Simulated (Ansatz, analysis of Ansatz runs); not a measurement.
# LaOF (R-3m), nudged elastic band: Na_i hop between interstitial places (q = 0)

How high is the barrier when Na changes place in LaOF (R-3m)? The case: Na_i hop between interstitial places, charge 0, in a cell of 36 host atoms with 1 Na put in.

Program: Ansatz 0.2.0. Level of theory: plane-wave PAW DFT, PBEsol; nudged elastic band between two relaxed defect structures. Results are calculated unless marked as measured.

### Step 1. The structure

The cell holds 37 atoms: 12 La, 12 O, 12 F and 1 Na. Its edges and angles: a = 8.026 Å, b = 12.040 Å, c = 7.079 Å, α = 73.5°, β = 73.5°, γ = 60.0°. It derives from LaOF (space group R-3m). Nearest the centre at fractional (0.750, 0.333, 0.500): F29 at 1.38 Å, F24 at 1.38 Å, Na37 at 2.01 Å, La25 at 2.17 Å, La20 at 2.17 Å, F12 at 3.16 Å, F11 at 3.16 Å, F5 at 3.16 Å.

The cell's shortest repeat is 7.1 Å.

### Step 2. Relaxation of the start point, charge 0

The ends come first: from an unrelaxed start the top is counted from too high an energy, and the barrier comes out too low. Small random displacements break the symmetry of the ideal sites, so that the defect can distort if it gains by it. The cell holds an odd number of electrons, so the run is spin-polarised with the moment held at 1 μB.

Contents of q0_M1.start/input.yaml:

```yaml
crystal:
  lattice:
    - [-4.01323029, 6.95111876, 0.0]
    - [-12.03969086, 0.0, 0.0]
    - [-2.00661514, 1.15851979, 6.68937331]
  atoms:
    - { symbol: La, position: [0.12912111, 0.08608074, 0.22527337] }
    - { symbol: La, position: [0.37087889, 0.2472526, 0.77472663] }
    - { symbol: O, position: [0.1884472, 0.12563147, 0.86931681] }
    - { symbol: O, position: [0.3115528, 0.20770187, 0.13068319] }
    - { symbol: F, position: [0.06449263, 0.04299509, 0.6130442] }
    - { symbol: F, position: [0.43550737, 0.29033824, 0.3869558] }
    - { symbol: La, position: [0.12912111, 0.41941407, 0.22527337] }
    - { symbol: La, position: [0.37087889, 0.58058593, 0.77472663] }
    - { symbol: O, position: [0.1884472, 0.4589648, 0.86931681] }
    - { symbol: O, position: [0.3115528, 0.5410352, 0.13068319] }
    - { symbol: F, position: [0.06449263, 0.37632842, 0.6130442] }
    - { symbol: F, position: [0.43550737, 0.62367158, 0.3869558] }
    - { symbol: La, position: [0.12912111, 0.7527474, 0.22527337] }
    - { symbol: La, position: [0.37087889, 0.91391926, 0.77472663] }
    - { symbol: O, position: [0.1884472, 0.79229813, 0.86931681] }
    - { symbol: O, position: [0.3115528, 0.87436853, 0.13068319] }
    - { symbol: F, position: [0.06449263, 0.70966176, 0.6130442] }
    - { symbol: F, position: [0.43550737, 0.95700491, 0.3869558] }
    - { symbol: La, position: [0.62912111, 0.08608074, 0.22527337] }
    - { symbol: La, position: [0.87087889, 0.2472526, 0.77472663] }
    - { symbol: O, position: [0.6884472, 0.12563147, 0.86931681] }
    - { symbol: O, position: [0.8115528, 0.20770187, 0.13068319] }
    - { symbol: F, position: [0.56449263, 0.04299509, 0.6130442] }
    - { symbol: F, position: [0.93550737, 0.29033824, 0.3869558] }
    - { symbol: La, position: [0.62912111, 0.41941407, 0.22527337] }
    - { symbol: La, position: [0.87087889, 0.58058593, 0.77472663] }
    - { symbol: O, position: [0.6884472, 0.4589648, 0.86931681] }
    - { symbol: O, position: [0.8115528, 0.5410352, 0.13068319] }
    - { symbol: F, position: [0.56449263, 0.37632842, 0.6130442] }
    - { symbol: F, position: [0.93550737, 0.62367158, 0.3869558] }
    - { symbol: La, position: [0.62912111, 0.7527474, 0.22527337] }
    - { symbol: La, position: [0.87087889, 0.91391926, 0.77472663] }
    - { symbol: O, position: [0.6884472, 0.79229813, 0.86931681] }
    - { symbol: O, position: [0.8115528, 0.87436853, 0.13068319] }
    - { symbol: F, position: [0.56449263, 0.70966176, 0.6130442] }
    - { symbol: F, position: [0.93550737, 0.95700491, 0.3869558] }
    - { symbol: Na, position: [0.75, 0.5, 0.5] }
basis:
  ecutwfc: 420
  xc_grid: 2
hamiltonian:
  xc: pbesol
kpoints:
  mp_grid: { grid: [1, 1, 1] }
magnetization:
  spin_polarized: true
  initial_magnetization: 1
  spin_locking: { lock_magnetization: hard }
scf:
  occupations: { method: fixed }
  max_iter: 80
output:
  forces: true
relax:
  f_tol: 0.02
  max_steps: 70
  random_displacement: { amplitude: 0.03, seed: 3397 }
```

Command:

```
$ ansatz run input.yaml --threads 4 --pin off --max-ram 7536MiB --backend cpu --events-out ev --progress --plain --runs-dir out
```

Numbers of over 12 decimals in the logs are rounded to 6 here.

The program printed:

```text
[... repeated set-up lines and file paths are left out, and long positions are rounded to six places ...]
The last accepted step is kept in <dir> (removed where the run ends without a failure and the disk answers)
Engine: ansatz 0.2.0, x86_64-unknown-linux-gnu
Pseudopotentials: kind: paw
Pseudopotential: La, paw, valence charge 11, recommended cutoff 420 eV (normal), La.paw.azcp
Pseudopotential: O, paw, valence charge 6, recommended cutoff 420 eV (normal), O.paw.azcp
Pseudopotential: F, paw, valence charge 7, recommended cutoff 420 eV (normal), F.paw.azcp
Pseudopotential: Na, paw, valence charge 9, recommended cutoff 420 eV (normal), Na.paw.azcp
Functional definition: PBEsol
  exchange = pbesol_x
  correlation = pbesol_c
Crystal: 37 atoms, lattice volume = 559.829 Å³
Basis set: ecut = 420 eV, 10937 PW (Γ), exchange–correlation on 108×162×96 points (8 copies of the dense FFT grid, shifted against one another)
Bands: 186, of which v1, the nominal top of the filled ones, is band 149 counted from 1 (148 counted from 0)
Symmetry: 1 space group operations
k-points: 1
Non-local potential: La, projectors of the file, l = 0: 3, l = 1: 2, l = 2: 2, l = 3: 3
Non-local potential: O, projectors of the file, l = 0: 2, l = 1: 2, l = 2: 1
Non-local potential: F, projectors of the file, l = 0: 2, l = 1: 2, l = 2: 1
Non-local potential: Na, projectors of the file, l = 0: 3, l = 1: 2, l = 2: 1
PAW form: soft (Blöchl's): semilocal exchange-correlation on the pseudo side does not see the compensation charge
PAW frozen core: La, regenerated for the run's functional, and the local potential with it (the file was generated under x = pbe(κ = 0.804, μ = 0.219515), c = pbe(β = 0.066725))
PAW frozen core: O, regenerated for the run's functional, and the local potential with it (the file was generated under x = pbe(κ = 0.804, μ = 0.219515), c = pbe(β = 0.066725))
PAW frozen core: F, regenerated for the run's functional, and the local potential with it (the file was generated under x = pbe(κ = 0.804, μ = 0.219515), c = pbe(β = 0.066725))
PAW frozen core: Na, regenerated for the run's functional, and the local potential with it (the file was generated under x = pbe(κ = 0.804, μ = 0.219515), c = pbe(β = 0.066725))
PAW one-centre angular grid: La, 590 points (default); XC on 64 Gauss nodes
PAW one-centre angular grid: O, 110 points (default); XC on 64 Gauss nodes
PAW one-centre angular grid: F, 110 points (default); XC on 64 Gauss nodes
PAW one-centre angular grid: Na, 110 points (default); XC on 64 Gauss nodes
Initial density: superposition of atomic densities (chi_scale 0.1, normalization cell, long waves kept (reshape's long-wave potential 0.46 eV rms))
Starting moments: Σ|m| = 1 μB on 37 of 37 sites
Initial wavefunctions: pseudopotential atomic-orbital guess
Functional: x = pbesol(κ = 0.804, μ = 0.123457), c = pbesol(β = 0.046)
SCF iter   1: F=—  HF=-91924.642580 eV  |F-HF|=—  |Δ(HF+E_count)|=         —  Δρ=2.53e-1 (↑2.53e-1 ↓2.46e-1)  dr2=2.62e3  dr2_m=3.39e-1  M=1.000 μB ∫|m|=1.070 μB  β_m=0.30  ethr=3.10e-3  ⟨swp⟩=3.0  Hψ=1186  notcnv=0  defer=50
preconditioner: auto → Resta (q_TF=auto, 2.455 Å⁻¹)  ε∞=6.9  [insulator: Δε(μ)=0.014 eV  Ē_g=10.480 eV  n_scr=138 (ndim 8)  ℏωp=25.5 eV  f_vac=0.000  ε∞_Penn≈6.9]
spin=Collinear: Resta preconditioning applied to the charge; magnetization (m = ρ↑ − ρ↓) channel mixes plain (no charge-response kernel on spin).
SCF iter   2: F=—  HF=-91865.702298 eV  |F-HF|=—  |Δ(HF+E_count)|=    5.89e1  Δρ=8.05e-2 (↑8.05e-2 ↓7.99e-2)  dr2=1.29e2  dr2_m=1.08e-1  M=1.000 μB ∫|m|=1.057 μB  β_m=0.27  ethr=3.10e-3  ⟨swp⟩=12.0  Hψ=2113  notcnv=0  defer=72
SCF iter   3: F=—  HF=-91841.685086 eV  |F-HF|=—  |Δ(HF+E_count)|=    2.40e1  Δρ=4.92e-2 (↑4.92e-2 ↓4.81e-2)  dr2=6.42e1  dr2_m=4.87e-2  M=1.000 μB ∫|m|=1.094 μB  β_m=0.64  ethr=3.10e-3  ⟨swp⟩=7.0  Hψ=770  notcnv=0  defer=69
SCF iter   4: F=—  HF=-91819.307767 eV  |F-HF|=—  |Δ(HF+E_count)|=    2.24e1  Δρ=1.10e-2 (↑1.10e-2 ↓1.10e-2)  dr2=5.41e0  dr2_m=9.20e-3  M=1.000 μB ∫|m|=1.053 μB  β_m=0.71  ethr=3.10e-3  ⟨swp⟩=9.5  Hψ=1424  notcnv=0  defer=68
SCF iter   5: F=—  HF=-91818.627224 eV  |F-HF|=—  |Δ(HF+E_count)|=   6.81e-1  Δρ=1.79e-2 (↑1.79e-2 ↓5.70e-3)  dr2=4.69e0  dr2_m=3.06e-1  M=1.000 μB ∫|m|=1.097 μB  β_m=0.81  ethr=1.82e-3  ⟨swp⟩=8.0  Hψ=766  notcnv=0  defer=70
SCF iter   6: F=—  HF=-91818.553556 eV  |F-HF|=—  |Δ(HF+E_count)|=   7.37e-2  Δρ=1.23e-2 (↑1.23e-2 ↓6.23e-3)  dr2=2.76e0  dr2_m=1.36e-1  M=1.000 μB ∫|m|=1.061 μB  β_m=0.70  ethr=1.58e-3  ⟨swp⟩=7.0  Hψ=732  notcnv=0  defer=70
SCF iter   7: F=—  HF=-91818.292071 eV  |F-HF|=—  |Δ(HF+E_count)|=   2.61e-1  Δρ=6.14e-3 (↑6.14e-3 ↓5.28e-3)  dr2=9.93e-1  dr2_m=4.12e-2  M=1.000 μB ∫|m|=1.044 μB  β_m=0.68  ethr=9.29e-4  ⟨swp⟩=5.5  Hψ=443  notcnv=0  defer=70
SCF iter   8: F=—  HF=-91818.218970 eV  |F-HF|=—  |Δ(HF+E_count)|=   7.31e-2  Δρ=3.88e-3 (↑3.55e-3 ↓3.88e-3)  dr2=6.12e-1  dr2_m=8.87e-3  M=1.000 μB ∫|m|=1.050 μB  β_m=0.79  ethr=3.34e-4  ⟨swp⟩=5.5  Hψ=386  notcnv=0  defer=71
SCF iter   9: F=—  HF=-91818.164805 eV  |F-HF|=—  |Δ(HF+E_count)|=   5.42e-2  Δρ=2.56e-3 (↑2.56e-3 ↓2.45e-3)  dr2=3.01e-1  dr2_m=4.07e-4  M=1.000 μB ∫|m|=1.057 μB  β_m=0.74  ethr=2.06e-4  ⟨swp⟩=6.0  Hψ=486  notcnv=0  defer=71
SCF iter  10: F=—  HF=-91818.101152 eV  |F-HF|=—  |Δ(HF+E_count)|=   6.37e-2  Δρ=1.06e-3 (↑1.06e-3 ↓8.25e-4)  dr2=2.23e-2  dr2_m=6.73e-4  M=1.000 μB ∫|m|=1.057 μB  β_m=0.75  ethr=1.01e-4  ⟨swp⟩=8.5  Hψ=542  notcnv=0  defer=73
SCF iter  11: F=—  HF=-91818.097855 eV  |F-HF|=—  |Δ(HF+E_count)|=   3.30e-3  Δρ=5.21e-4 (↑5.21e-4 ↓3.67e-4)  dr2=6.06e-3  dr2_m=1.69e-4  M=1.000 μB ∫|m|=1.056 μB  β_m=0.81  ethr=7.51e-6  ⟨swp⟩=7.0  Hψ=683  notcnv=0  defer=71
SCF iter  12: F=—  HF=-91818.098296 eV  |F-HF|=—  |Δ(HF+E_count)|=   4.41e-4  Δρ=3.69e-4 (↑3.69e-4 ↓2.66e-4)  dr2=2.28e-3  dr2_m=6.72e-5  M=1.000 μB ∫|m|=1.056 μB  β_m=0.76  ethr=2.04e-6  ⟨swp⟩=5.0  Hψ=651  notcnv=0  defer=71
SCF iter  13: F=—  HF=-91818.098065 eV  |F-HF|=—  |Δ(HF+E_count)|=   2.31e-4  Δρ=1.84e-4 (↑1.84e-4 ↓1.24e-4)  dr2=5.91e-4  dr2_m=2.78e-5  M=1.000 μB ∫|m|=1.056 μB  β_m=0.75  ethr=7.66e-7  ⟨swp⟩=2.5  Hψ=611  notcnv=0  defer=71
SCF iter  14: F=—  HF=-91818.098033 eV  |F-HF|=—  |Δ(HF+E_count)|=   3.18e-5  Δρ=8.17e-5 (↑8.17e-5 ↓5.66e-5)  dr2=1.65e-4  dr2_m=4.22e-6  M=1.000 μB ∫|m|=1.056 μB  β_m=0.81  ethr=1.99e-7  ⟨swp⟩=2.5  Hψ=600  notcnv=0  defer=71
SCF iter  15: F=—  HF=-91818.098042 eV  |F-HF|=—  |Δ(HF+E_count)|=   8.96e-6  Δρ=3.68e-5 (↑3.68e-5 ↓2.93e-5)  dr2=2.65e-5  dr2_m=7.67e-7  M=1.000 μB ∫|m|=1.056 μB  β_m=0.79  ethr=5.56e-8  ⟨swp⟩=3.0  Hψ=555  notcnv=0  defer=71
[...]
SCF iter   1: F=—  HF=-91819.457869 eV  |F-HF|=—  |Δ(HF+E_count)|=         —  Δρ=2.15e-4 (↑2.15e-4 ↓2.00e-4)  dr2=6.97e-4  dr2_m=1.15e-6  M=1.000 μB ∫|m|=1.027 μB  β_m=0.30  ethr=2.12e-6  ⟨swp⟩=3.0  Hψ=679  notcnv=0  defer=71
SCF iter   2: F=—  HF=-91819.457739 eV  |F-HF|=—  |Δ(HF+E_count)|=   1.30e-4  Δρ=1.45e-4 (↑1.45e-4 ↓1.35e-4)  dr2=3.23e-4  dr2_m=5.18e-7  M=1.000 μB ∫|m|=1.027 μB  β_m=0.60  ethr=2.35e-7  ⟨swp⟩=1.5  Hψ=399  notcnv=0  defer=71
SCF iter   3: F=—  HF=-91819.457634 eV  |F-HF|=—  |Δ(HF+E_count)|=   1.05e-4  Δρ=2.43e-5 (↑2.43e-5 ↓2.42e-5)  dr2=9.75e-6  dr2_m=2.14e-8  M=1.000 μB ∫|m|=1.027 μB  β_m=0.58  ethr=1.09e-7  ⟨swp⟩=2.0  Hψ=563  notcnv=0  defer=69
SCF iter   4: F=—  HF=-91819.458267 eV  |F-HF|=—  |Δ(HF+E_count)|=   6.33e-4  Δρ=1.05e-5 (↑1.04e-5 ↓1.05e-5)  dr2=1.60e-6  dr2_m=4.73e-9  M=1.000 μB ∫|m|=1.027 μB  β_m=0.66  ethr=3.28e-9  ⟨swp⟩=2.0  Hψ=546  notcnv=0  defer=64
SCF iter   5: F=—  HF=-91819.458267 eV  |F-HF|=—  |Δ(HF+E_count)|=   7.37e-8  Δρ=3.15e-6 (↑3.15e-6 ↓3.11e-6)  dr2=2.21e-7  dr2_m=6.37e-10  M=1.000 μB ∫|m|=1.027 μB  β_m=0.76  ethr=5.40e-10  ⟨swp⟩=2.0  Hψ=579  notcnv=0  defer=64
SCF iter   6: F=-91819.458267 eV  HF=-91819.458267 eV  |F-HF|=1.56e-8  |Δ(HF+E_count)|=   1.64e-8  Δρ=1.36e-6 (↑1.35e-6 ↓1.36e-6)  dr2=3.93e-8  dr2_m=2.12e-11  M=1.000 μB ∫|m|=1.027 μB  ethr=3.37e-11  ⟨swp⟩=4.5  Hψ=1242  notcnv=0
SCF 10 converged in 6 iterations: F = -91819.458267 eV  dr2 = 3.93e-8
relax step  10: F+E_penalty+E_count = -91819.45826698 eV  Δ(F+E_penalty+E_count) = -4.192e-4 eV  max|allowed force component| = 1.011e-2 eV/Å  Δτ_max = 0.0042 Å  (6 SCF iters, accepted)
SCF converged after 6 iterations
Stability checked in part: among states of this total moment the steps that led to this state did not find it unstable. No probe was made; neither looks for a lower state of another moment (fixed_total_moment; see scf.lower_state_search)
Magnetization: 1.0000 μB (149.0000 up, 148.0000 down)
Absolute magnetization: 1.0296 μB (∫|ρ↑−ρ↓|, with the PAW one-centre terms)
Spin contamination: 0.0014 ħ² per cell (⟨S²⟩ above its minimum at these occupations)
Per-site moments (μB) at R_I (Å): [(0.000267505, 0.971088), (0.00519154, 0.960535), (0.000152631, 0.977889), [... 34 left out ...]
Free energy (F): -91819.458267 eV
Harris-Foulkes:  -91819.458267 eV  (|F-HF|=1.56e-8)
Internal energy: -91819.458267 eV  (E = F + TS)
E sigma→0 (E₀):  -91819.458267 eV
Fermi energy:    12.419263 (↑ 12.419263, ↓ 8.499448) eV
--- Per-component energies (eV) ---
  E_band       = -544.452194
  E_kinetic    = 7033.846984
  E_local      = -15577.424863  (includes V_loc(G=0)·N_el)
  E_nonlocal   = 2762.049175
  E_hartree    = 5737.049173
  E_xc         = -3538.955735
  E_vxc        = -4185.023812  (∫ρ·V_xc dr)
  E_paw        = -68361.796029  (= ΣΔE_a)
  E_vpaw       = -2052.054146  (= ΣTr[D̂ρ^β])
  E_aug_tail   = 0.053482  (compensation charges beyond the density's cutoff)
  E_ewald      = -19877.302029
  E_core_change = 3.021574  (= ΣΔE_core)
  E_smearing   = -0.000000  (= −TS)
  E_closure    = 0.000000  (closes the sum)
  Σ components = -91819.458267   (vs F -91819.458267, Δ=0.00e0)
--- Forces (eV/Å), atoms counted from 1 ---
  atom   1  La     0.00266917    -0.00263552    -0.00611027
  atom   2  La    -0.00271357     0.00136690     0.00024535
  atom   3  O      0.00232190     0.00338390     0.00091407
  atom   4  O     -0.00373696     0.00423108    -0.00199447
  atom   5  F     -0.00081546    -0.00002575     0.00152747
  atom   6  F     -0.00065276     0.00075259    -0.00000817
  atom   7  La     0.00473314     0.00836841     0.00356396
  atom   8  La    -0.00242082     0.00730619     0.00465464
  atom   9  O     -0.00715712    -0.00033563     0.00021371
  atom  10  O     -0.00128408    -0.00750346     0.00208476
  atom  11  F      0.00030957     0.00199900    -0.00166689
  atom  12  F      0.00071130     0.00271152    -0.00026572
  atom  13  La     0.00339656     0.00161239    -0.00107816
  atom  14  La    -0.00133946     0.00085620     0.00244430
  atom  15  O      0.00372153    -0.00298129    -0.00069127
  atom  16  O     -0.00034081     0.00281142     0.00148426
  atom  17  F      0.00009510    -0.00034059    -0.00057515
  atom  18  F     -0.00017421     0.00090242    -0.00019931
  atom  19  La    -0.00149131     0.00191652    -0.00435667
  atom  20  La    -0.00486377     0.00020216     0.01011254
  atom  21  O      0.00725006    -0.00138933     0.00151306
  atom  22  O     -0.00169803    -0.00466821    -0.00142621
  atom  23  F      0.00045402    -0.00043276    -0.00120675
  atom  24  F     -0.00044674    -0.00092674    -0.00139335
  atom  25  La     0.00900480    -0.00335837    -0.00643886
  atom  26  La     0.00738355    -0.00812802    -0.00778388
  atom  27  O      0.00202735     0.00124837    -0.00042103
  atom  28  O      0.00001185     0.00235074    -0.00011444
  atom  29  F      0.00108803    -0.00069984    -0.00052406
  atom  30  F     -0.00136453     0.00008900    -0.00127437
  atom  31  La    -0.00379112    -0.00725292     0.00142506
  atom  32  La    -0.00722798    -0.00614415    -0.00209407
  atom  33  O     -0.00533833     0.00397334    -0.00121982
  atom  34  O      0.00310694     0.00292918     0.00679905
  atom  35  F     -0.00146064    -0.00046069     0.00050083
  atom  36  F      0.00101230    -0.00167459     0.00091520
  atom  37  Na    -0.00093954    -0.00011422     0.00246042
  max |Σ_I F_I| component: 6.07e-5 eV/Å
--- Relaxed structure (10 steps of the walk, 8 accepted, 0 SCFs on fresh bases) ---
  F+E_penalty+E_count = -91819.45826698 eV   max|allowed force component| = 1.011e-2 eV/Å
  atoms:
    - { symbol: La, position: [0.131713, 0.082855, 0.227340] }
    - { symbol: La, position: [0.374564, 0.245286, 0.771931] }
    - { symbol: O, position: [0.191013, 0.123511, 0.870228] }
    - { symbol: O, position: [0.311395, 0.207467, 0.130003] }
    - { symbol: F, position: [0.063003, 0.043494, 0.610112] }
    - { symbol: F, position: [0.435842, 0.290618, 0.387928] }
    - { symbol: La, position: [0.138834, 0.418525, 0.216746] }
    - { symbol: La, position: [0.349219, 0.589045, 0.783251] }
    - { symbol: O, position: [0.198669, 0.450043, 0.865340] }
    - { symbol: O, position: [0.318488, 0.538424, 0.132482] }
    - { symbol: F, position: [0.057712, 0.378552, 0.608994] }
    - { symbol: F, position: [0.443390, 0.620080, 0.392465] }
    - { symbol: La, position: [0.124595, 0.750931, 0.223267] }
    - { symbol: La, position: [0.369489, 0.915719, 0.772863] }
    - { symbol: O, position: [0.190516, 0.797229, 0.867905] }
    - { symbol: O, position: [0.308285, 0.875998, 0.132407] }
    - { symbol: F, position: [0.065182, 0.711577, 0.602157] }
    - { symbol: F, position: [0.435332, 0.956590, 0.389250] }
    - { symbol: La, position: [0.628282, 0.084807, 0.228598] }
    - { symbol: La, position: [0.875697, 0.239257, 0.781256] }
    - { symbol: O, position: [0.690157, 0.123511, 0.869784] }
    - { symbol: O, position: [0.813387, 0.205689, 0.131192] }
    - { symbol: F, position: [0.564888, 0.043165, 0.610450] }
    - { symbol: F, position: [0.932755, 0.294731, 0.391989] }
    - { symbol: La, position: [0.629738, 0.415196, 0.214037] }
    - { symbol: La, position: [0.876664, 0.586047, 0.791806] }
    - { symbol: O, position: [0.693750, 0.457100, 0.859424] }
    - { symbol: O, position: [0.805001, 0.537181, 0.146574] }
    - { symbol: F, position: [0.570755, 0.377871, 0.607971] }
    - { symbol: F, position: [0.928713, 0.619098, 0.400242] }
    - { symbol: La, position: [0.630243, 0.758696, 0.216384] }
    - { symbol: La, position: [0.872668, 0.911422, 0.777067] }
    - { symbol: O, position: [0.679265, 0.797663, 0.866555] }
    - { symbol: O, position: [0.804371, 0.881602, 0.134365] }
    - { symbol: F, position: [0.568404, 0.704050, 0.611083] }
    - { symbol: F, position: [0.936505, 0.956199, 0.388801] }
    - { symbol: Na, position: [0.747353, 0.501072, 0.506616] }
```

It took 29 s on 4 threads of Intel Xeon 6975P-C (Granite Rapids), shared host; peak memory 1.1 GiB.

The steps of the relaxation:

```csv
step,energy less that of the first step (eV),largest force component (eV/Å)
1,0.0000,1.6005
2,-0.7102,1.3145
3,-0.8118,1.0778
4,-1.2114,0.5755
5,-0.5116,2.1336
6,-1.3424,0.2035
7,-1.0759,1.0480
8,-1.3586,0.0494
9,-1.3598,0.0272
10,-1.3602,0.0101
```

Relaxation steps 5, 7 were tried and not accepted.

The atoms that moved most (Å, from the sites as typed, ahead of the random displacement, the mean shift of all atoms taken out):

```csv
atom,dx,dy,dz,length
La26,-0.125,0.058,0.111,0.177
La8,-0.034,-0.142,0.054,0.156
O28,0.039,-0.029,0.103,0.114
F30,0.054,-0.034,0.085,0.107
La25,0.069,-0.010,-0.079,0.105
O9,0.073,0.065,-0.030,0.102
La31,-0.060,-0.004,-0.063,0.087
O34,-0.067,-0.047,0.021,0.085
```

Final coordinates:

```xyz
37
Lattice="-4.0132 6.9511 0.0000 -12.0397 0.0000 0.0000 -2.0066 1.1585 6.6894" Properties=species:S:1:pos:R:3 pbc="T T T"
La   -1.9823    1.1789    1.5208
La   -6.0054    3.4979    5.1637
O    -3.9998    2.3359    5.8213
O    -4.0084    2.3152    0.8696
F    -2.0008    1.1448    4.0813
F    -6.0265    3.4790    2.5950
La   -6.0310    1.2162    1.4499
La  -10.0651    3.3349    5.2395
O    -7.9521    2.3835    5.7886
O    -8.0265    2.3673    0.8862
F    -6.0113    1.1067    4.0738
F   -10.0325    3.5367    2.6253
La   -9.9890    1.1247    1.4935
La  -14.0587    3.4637    5.1700
O   -12.1045    2.3298    5.8057
O   -12.0497    2.2963    0.8857
F   -10.0371    1.1507    4.0281
F   -14.0452    3.4770    2.6038
La   -4.0012    4.6321    1.5292
La   -7.9626    6.9922    5.2261
O    -6.0021    5.8050    5.8183
O    -6.0040    5.8059    0.8776
F    -4.0117    4.6338    4.0835
F    -8.0784    6.9378    2.6222
La   -7.9556    4.6253    1.4318
La  -12.1629    7.0111    5.2967
O   -10.0121    5.8180    5.7490
O    -9.9923    5.7655    0.9805
F    -8.0600    4.6717    4.0669
F   -11.9840    6.9193    2.6774
La  -12.0980    4.6316    1.4475
La  -16.0347    6.9663    5.1981
O   -14.0685    5.7256    5.7967
O   -14.1120    5.7469    0.8988
F   -11.9839    4.6590    4.0878
F   -16.0509    6.9602    2.6008
Na  -10.0486    5.7819    3.3889
```

Neighbours of Na37 at the end:

```csv
atom,distance (Å)
F35,2.344
F30,2.355
O27,2.361
F12,2.371
F29,2.376
F11,2.377
O28,2.409
F24,2.410
```

This step gave:

| Property | Result |
| --- | --- |
| free energy | -91819.4583 eV |
| total moment | 1 μB |
| integral of the absolute spin density | 1.030 μB |
| spin contamination | 0.001443 |
| largest move from the ideal geometry of this structure, a common shift of the far atoms taken out | 0.1799 Å |

The relaxation gained 1.360 eV and ended with a largest force component of 0.010 eV/Å.

(Continued in part 2 of 4.)

[Logs are printed without paths, hosts, clocks, repeated set-up lines and the standing remarks that a program may print on its own settings, such as how far it seeks lower states.]

[Hosts, paths, dates, database ids (printed as entryN), source tags and the programs' standing remarks are cut or masked in the printed files.]
